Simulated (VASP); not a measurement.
# TiO2 (C2/m) in VASP: notebook, part 2 of 2

VASP 6.6.1. The steps go on from the part before.

## Step 4: Relaxation of cell and atoms, LDA

Contents of INCAR:

```
SYSTEM = TiO2
  PREC = Accurate
  ENCUT = 600
  EDIFF = 1E-6
  ISMEAR = 0
  SIGMA = 0.03
  LREAL = .False.
  LASPH = .True.
  NELM = 80
  ALGO = Normal
  ISIF = 3
  LWAVE = .False.
  LCHARG = .False.
  GGA = CA
  IBRION = 2
  NSW = 90
  EDIFFG = -0.01
  KPAR = 4
```

Contents of KPOINTS:

```
Automatic mesh
0
Gamma
  8 8 4
  0 0 0
```

Contents of POSCAR:

```
TiO2
1.0
    6.1535771931     -1.8834685000      0.0000000000
    6.1535771931      1.8834685000      0.0000000000
   -1.9283261078      0.0000000000      6.3289668713
Ti O
4 8
Direct
    0.8047140000      0.8047140000      0.7162380000
    0.0999290000      0.0999290000      0.7103980000
    0.1952860000      0.1952860000      0.2837620000
    0.9000710000      0.9000710000      0.2896020000
    0.0583525000      0.0583525000      0.3699790000
    0.6380690000      0.6380690000      0.7066030000
    0.1328115000      0.1328115000      0.0047090000
    0.9416475000      0.9416475000      0.6300210000
    0.7365115000      0.7365115000      0.3475000000
    0.8671885000      0.8671885000      0.9952910000
    0.2634885000      0.2634885000      0.6525000000
    0.3619310000      0.3619310000      0.2933970000
```

Potentials or basis: VASP PAW LDA potentials, release 64 (Ti_sv, O).

Command:

```bash
$ cat potpaw_LDA.64/Ti_sv/POTCAR potpaw_LDA.64/O/POTCAR > POTCAR
$ mpirun -np 4 vasp_std > vasp.out
```

Wall time 58 min (4 MPI ranks of Intel Xeon Platinum 8559C (Emerald Rapids), shared host); peak memory 0.74 GiB.

Results (log left out):

* Free energy: -117.6103 eV
* Relaxed volume: 11.55 Å³/atom
* Relaxed cell: a = 6.319 Å, b = 6.319 Å, c = 6.476 Å, α = 106.21°, β = 106.21°, γ = 34.08°
* Space group after relaxing (to 0.05 Å): C2/m (No. 12)
* Energy gained by relaxing: 24.7 meV/atom
* Ionic steps: 20
* Pressure after relaxing: 0.0 GPa
* Largest force after relaxing: 0.009 eV/Å
* Band gap on the k mesh: 2.81 eV, indirect (least direct gap 3.00 eV)

Forces on the atoms (eV/Å):
```
Ti  -0.002  0.000  0.009
Ti   0.002  0.000 -0.001
Ti   0.002  0.000 -0.009
Ti  -0.002  0.000  0.001
O   -0.004  0.000  0.002
O    0.006  0.000 -0.007
O    0.006  0.000  0.006
O    0.004  0.000 -0.002
O    0.006  0.000 -0.002
O   -0.006  0.000 -0.006
O   -0.006  0.000  0.002
O   -0.006  0.000  0.007
```

Step by step:
```
step  energy change (eV)  largest force (eV/Å)  pressure (GPa)  volume (Å³)
   1              0.0000                0.2115          -10.94       146.71
   2              0.2101                1.1670           17.80       129.69
   3             -0.2813                0.4283           -0.25       139.05
   4             -0.2814                0.4390           -0.02       138.89
   5             -0.2783                0.5931            0.24       138.33
   6             -0.2896                0.1462            0.09       138.64
   7             -0.2939                0.0765           -0.04       138.63
   8             -0.2941                0.1105           -0.06       138.63
   9             -0.2952                0.0408            0.01       138.55
  10             -0.2952                0.0490            0.04       138.54
  11             -0.2955                0.0397            0.00       138.57
  12             -0.2955                0.0294            0.00       138.56
  13             -0.2957                0.0235            0.00       138.57
  14             -0.2957                0.0318           -0.01       138.58
  15             -0.2957                0.0513           -0.03       138.60
  16             -0.2957                0.0416           -0.03       138.59
  17             -0.2958                0.0264           -0.01       138.58
  18             -0.2959                0.0169            0.02       138.57
  19             -0.2960                0.0142            0.02       138.58
  20             -0.2960                0.0094           -0.03       138.61
```

Final structure:
```yaml
crystal:
  lattice:
    - [6.04200, -1.85184, 0.00140]
    - [6.04200, 1.85184, 0.00140]
    - [-1.89189, 0.00000, 6.19375]
  atoms:
    - { symbol: Ti, position: [0.80465, 0.80465, 0.71435] }
    - { symbol: Ti, position: [0.10103, 0.10103, 0.70817] }
    - { symbol: Ti, position: [0.19535, 0.19535, 0.28565] }
    - { symbol: Ti, position: [0.89897, 0.89897, 0.29183] }
    - { symbol: O, position: [0.05856, 0.05856, 0.37064] }
    - { symbol: O, position: [0.63833, 0.63833, 0.70518] }
    - { symbol: O, position: [0.13353, 0.13353, 0.00348] }
    - { symbol: O, position: [0.94144, 0.94144, 0.62936] }
    - { symbol: O, position: [0.73658, 0.73658, 0.35031] }
    - { symbol: O, position: [0.86647, 0.86647, 0.99652] }
    - { symbol: O, position: [0.26342, 0.26342, 0.64969] }
    - { symbol: O, position: [0.36167, 0.36167, 0.29482] }
```

Levels at points of the mesh, in eV from the valence-band top:
| k point | band 44 | band 45 | band 46 | band 47 | band 48 | band 49 | band 50 | band 51 | band 52 | band 53 |
| --- | --- | --- | --- | --- | --- | --- | --- | --- | --- | --- |
| (0.00, 0.00, 0.00) | -0.84 | -0.79 | -0.75 | -0.34 | -0.20 | 2.81 | 3.18 | 3.44 | 3.48 | 3.51 |
| (0.50, 0.00, 0.00) | -1.04 | -0.89 | -0.48 | -0.22 | -0.14 | 3.22 | 3.27 | 3.77 | 3.81 | 4.10 |
| (0.50, 0.50, 0.00) | -0.95 | -0.95 | -0.62 | -0.39 | -0.12 | 2.97 | 3.02 | 3.54 | 3.66 | 3.68 |
| (0.00, 0.00, 0.50) | -0.74 | -0.71 | -0.65 | -0.61 | -0.45 | 2.95 | 3.23 | 3.37 | 3.55 | 3.55 |
| (0.50, 0.00, 0.50) | -0.86 | -0.70 | -0.52 | -0.11 | -0.01 | 3.27 | 3.35 | 3.58 | 3.84 | 3.98 |
| (0.50, 0.50, 0.50) | -1.13 | -0.96 | -0.37 | -0.24 | -0.20 | 3.10 | 3.24 | 3.36 | 3.53 | 3.60 |

A k mesh can miss the band edges. LDA gaps usually lie below the measured ones, often by a third to a half.

## Step 5: Relaxation of cell and atoms, LDA

This run uses another cell than the first one, of 11.55 Å³/atom, 0.945 times its volume.

INCAR: that of step 4 with these lines changed.

```diff
@@ -3,3 +3,3 @@
   ENCUT = 600
-  EDIFF = 1E-6
+  EDIFF = 1E-7
   ISMEAR = 0
@@ -16,3 +16,3 @@
   NSW = 90
-  EDIFFG = -0.01
+  EDIFFG = -0.005
   KPAR = 4
```

KPOINTS is that of step 4.

Contents of POSCAR:

```
TiO2                                    
1.0
    6.0420006951     -1.8518447580      0.0013954191
    6.0420006951      1.8518447580      0.0013954191
   -1.8918949221      0.0000000000      6.1937499973
  Ti              O             
     4     8
Direct
     0.8046463139047694    0.8046463139047694    0.7143519802711390
     0.1010308682240178    0.1010308682240178    0.7081738573633432
     0.1953536860952307    0.1953536860952307    0.2856480197288609
     0.8989691317759824    0.8989691317759824    0.2918261426366569
     0.0585635015914018    0.0585635015914018    0.3706371617936389
     0.6383266204963870    0.6383266204963870    0.7051837892570131
     0.1335290470410729    0.1335290470410729    0.0034793163726614
     0.9414364984085981    0.9414364984085981    0.6293628382063610
     0.7365755828290391    0.7365755828290391    0.3503138343995208
     0.8664709529589271    0.8664709529589271    0.9965206836273389
     0.2634244171709605    0.2634244171709605    0.6496861656004793
     0.3616733795036128    0.3616733795036128    0.2948162107429869
```

Command:

```bash
$ cat potpaw_LDA.64/Ti_sv/POTCAR potpaw_LDA.64/O/POTCAR > POTCAR
$ mpirun -np 4 vasp_std > vasp.out
```

It took 16 min on 4 MPI ranks of Intel Xeon Platinum 8559C (Emerald Rapids), shared host; peak memory 0.69 GiB.

It converged, with:

```yaml
Free_energy: -117.5872 eV
Relaxed_volume: 11.55 Å³/atom
Relaxed_cell: a = 6.319 Å, b = 6.319 Å, c = 6.477 Å, α = 106.20°, β = 106.20°, γ = 34.09°
Space_group_after_relaxing_to_0.05_Å: C2/m (No. 12)
Energy_gained_by_relaxing: 0.0 meV/atom
Ionic_steps: 8
Pressure_after_relaxing: 0.0 GPa
Largest_force_after_relaxing: 0.004 eV/Å
Band_gap_on_the_k_mesh: 2.81 eV, indirect (least direct gap 3.00 eV)
```

Forces on the atoms (eV/Å):
```
Ti  -0.002  0.000  0.003
Ti   0.000  0.000  0.000
Ti   0.002  0.000 -0.003
Ti   0.000  0.000  0.000
O   -0.002  0.000 -0.002
O   -0.001  0.000 -0.003
O    0.003  0.000  0.001
O    0.002  0.000  0.002
O   -0.003  0.000  0.000
O   -0.003  0.000 -0.001
O    0.003  0.000  0.000
O    0.001  0.000  0.003
```

Final structure:
```xyz
12
Lattice="6.0410 -1.8523 0.0015 6.0410 1.8523 0.0015 -1.8915 0.0000 6.1945" Properties=species:S:1:pos:R:3 pbc="T T T"
Ti    8.3704    0.0000    4.4280
Ti   -0.1181    0.0000    4.3866
Ti    1.8201    0.0000    1.7695
Ti   10.3085    0.0000    1.8109
O     0.0064    0.0000    2.2963
O     6.3787    0.0000    4.3690
O     1.6081    0.0000    0.0217
O    10.1840    0.0000    3.9012
O     8.2372    0.0000    2.1716
O     8.5824    0.0000    6.1758
O     1.9532    0.0000    4.0259
O     3.8118    0.0000    1.8285
```

Levels at points of the mesh, in eV from the valence-band top:
```tsv
k point	band 46	band 47	band 48	band 49	band 50	band 51
(0.00, 0.00, 0.00)	-0.75	-0.34	-0.20	2.81	3.18	3.43
(0.50, 0.00, 0.00)	-0.48	-0.22	-0.14	3.22	3.27	3.76
(0.50, 0.50, 0.00)	-0.62	-0.39	-0.12	2.97	3.02	3.55
(0.00, 0.00, 0.50)	-0.65	-0.61	-0.45	2.95	3.23	3.37
(0.50, 0.00, 0.50)	-0.52	-0.11	-0.01	3.27	3.35	3.58
(0.50, 0.50, 0.50)	-0.37	-0.24	-0.20	3.10	3.24	3.36
```

A k mesh can miss the band edges. As with any semilocal functional, this LDA gap is likely too small.
